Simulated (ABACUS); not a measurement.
Co under changes of volume

One of the cells (10.886 Å³/atom); the others are scaled copies at fixed shape and fractional positions:

```xyz
2
Lattice="2.4874 0.0000 0.0000 -1.2437 2.1541 0.0000 0.0000 0.0000 4.0633" Properties=species:S:1:pos:R:3 pbc="T T T"
Co    0.0000    1.4361    3.0074
Co    1.2437    0.7180    1.0559
```

```yaml
Program: ABACUS 3.10.1
Functional: PBE
Potentials_or_basis: PseudoDojo NC SR 0.4.1 PBE standard
Cutoff: 1320 eV
Density_cutoff: 5279 eV
Basis: plane waves
k_mesh: 12 × 12 × 7
Occupations: fermi-dirac, width 0.05 eV
Spin: collinear spin, ferromagnetic start
Starting_moments: "[2.0, 2.0] μB"
```

| volume (Å³/atom) | energy over the lowest point (meV/atom) | pressure (GPa) | moment (μB per cell) | largest force (eV/Å) |
| --- | --- | --- | --- | --- |
| 10.233 | 34.55 | 16.3 | 3.18 | 0.713 |
| 10.450 | ? | ? | ? | ? |
| 10.668 | 4.80 | 5.7 | 3.27 | 0.557 |
| 10.886 | 0.00 | 1.2 | 3.31 | 0.490 |
| 11.103 | 1.03 | -2.9 | 3.33 | 0.429 |
| 11.321 | 7.42 | -6.6 | 3.35 | 0.373 |
| 11.539 | 18.65 | -9.9 | 3.37 | 0.320 |

**Question.** What does the run at 10.450 Å³/atom give?

**Answer.** Energy over the lowest point 16.05 meV/atom; pressure 10.7 GPa; moment 3.23 μB per cell; largest force 0.631 eV/Å.

Worked out: A Birch-Murnaghan fit of order 3 (a polynomial in V^(-2/3)) to the other rows has its minimum at 10.95 Å³/atom with B0 = V·E''(V) = 211 GPa and B' = 4.0 at fixed shape and positions, which overstates the stiffness. It gives 16.14 meV/atom at 10.450 Å³/atom, against the run's 16.05, and -dE/dV = 10.9 GPa, against 10.7. A parabola through the other rows of the moment, of slope 0.207 μB per Å³/atom there, gives 3.23 μB, against the run's 3.23.

Energies are extrapolated to zero smearing.
